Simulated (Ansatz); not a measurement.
# MgF₂: stiffness from a series of strains

```xyz
6
Lattice="4.6213 0.0000 0.0000 0.0000 4.6213 0.0000 0.0000 0.0000 3.0159" Properties=species:S:1:pos:R:3 pbc="T T T"
Mg    0.0000    0.0000    0.0000
Mg    2.3106    2.3106    1.5079
F     1.3993    1.3993    0.0000
F     0.9113    3.7100    1.5079
F     3.2220    3.2220    0.0000
F     3.7100    0.9113    1.5079
```

Atom numbers follow the list: Mg1, Mg2, F3, F4, F5, F6.

The cell comes from COD entry 9007534, which wasn't checked; take it as a given geometry.

All numbers below come from DFT, LDA, all-electron LAPW, scalar-relativistic (Ansatz 0.2.0).

Settings: a Γ-centred 5×5×7 k mesh, Fermi–Dirac smearing of 0.02 eV, basis error target 1 meV/atom, no spin polarisation.

The strain is applied along the Cartesian axes of the cell as listed (the other components stay zero). Fractional coordinates are held (clamped ions).

σ is the change of stress from the unstrained cell, which is at -2.96 GPa; tension is positive, so slopes are stress–strain coefficients at that pressure.

Only quantities that a quadratic follows smoothly over the whole series are listed; rougher ones are left out.

```tsv
εzz	σzz (GPa)	σxx (GPa)
-0.0300	-7.05	-2.07
-0.0200	-4.54	-1.33
-0.0100	-2.19	-0.65
0.0000	0.00	0.00
0.0100	2.05	0.60
0.0300	5.74	1.70
```

Q: Fit the series and read off the stiffness at zero strain.

A: Least-squares fits y = p0 + p1 x + p2 x² to the rows give σzz (GPa): p1 = 213, p2 = -730; σxx (GPa): p1 = 62.7, p2 = -200. So C33 = 213 GPa and C13 = 63 GPa, for these axes.

Q: One run, at εzz = 0.0200, is withheld. Predict its row.

A: The fits give 3.97, 1.17; the run gave 3.96, 1.17.
